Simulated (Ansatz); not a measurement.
# HgSe under changes of volume

One of the cells (28.067 Å³/atom); the others are scaled copies at fixed shape and fractional positions:

```
Hg Se
1.0
     0.00000    3.03900    3.03900
     3.03900    0.00000    3.03900
     3.03900    3.03900    0.00000
Hg Se
1 1
Cartesian
  0.0000 0.0000 0.0000
  4.5585 4.5585 4.5585
```

* Program: Ansatz 0.2.0
* Functional: PBE
* Potentials or basis: Ansatz PAW
* Cutoff: 420 eV (not typed: the program's choice for these potentials)
* k mesh: 8 × 8 × 8
* Occupations: fermi-dirac, width 0.05 eV
* Spin: no spin polarisation

| volume (Å³/atom) | energy over the lowest point (meV/atom) | pressure (GPa) |
| --- | --- | --- |
| 26.383 | 103.75 | 9.4 |
| 26.944 | 74.05 | 7.6 |
| 27.505 | 50.07 | 6.1 |
| 28.067 | 31.17 | 4.7 |
| 28.628 | 16.85 | 3.5 |
| 29.189 | ? | ? |
| 29.751 | 0.00 | 1.4 |

Problem. What does the run at 29.189 Å³/atom give?

Solution. Energy over the lowest point 6.60 meV/atom; pressure 2.4 GPa.

Worked out: A Birch-Murnaghan fit of order 3 (a polynomial in V^(-2/3)) to the other rows has no minimum within the range. It gives 6.61 meV/atom at 29.189 Å³/atom, against the run's 6.60, and -dE/dV = 2.4 GPa, against 2.4.

Energies are extrapolated to zero smearing.
